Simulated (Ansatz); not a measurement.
Bulk crystal (Ru) after relaxation:

```
Ru
1.0
     2.72000    0.00000    0.00000
    -1.36000    2.35559    0.00000
     0.00000    0.00000    4.29677
Ru
2
Direct
  0.33333 0.66667 0.25000
  0.66667 0.33333 0.75000
```

Miller indices refer to the conventional cell of P6_3/mmc (No. 194), a = 2.720 Å, b = 2.720 Å, c = 4.297 Å, α = 90.00°, β = 90.00°, γ = 120.00°.

These are results of DFT PBE, scalar-relativistic, plane waves, PAW (Ansatz), not measurements. Cutoff 420 eV, Gaussian smearing of 0.10 eV, no spin polarisation. A dipole correction acts along the normal.

A relaxed slab with low-index faces, about a nanometre thick, has these properties:

```yaml
Surface_energy_mean_of_both_faces: 2.62 J/m²
Work_function: 5.02 eV
```

**Question.** Which low-index plane was cut?

**Answer.** The (001) plane.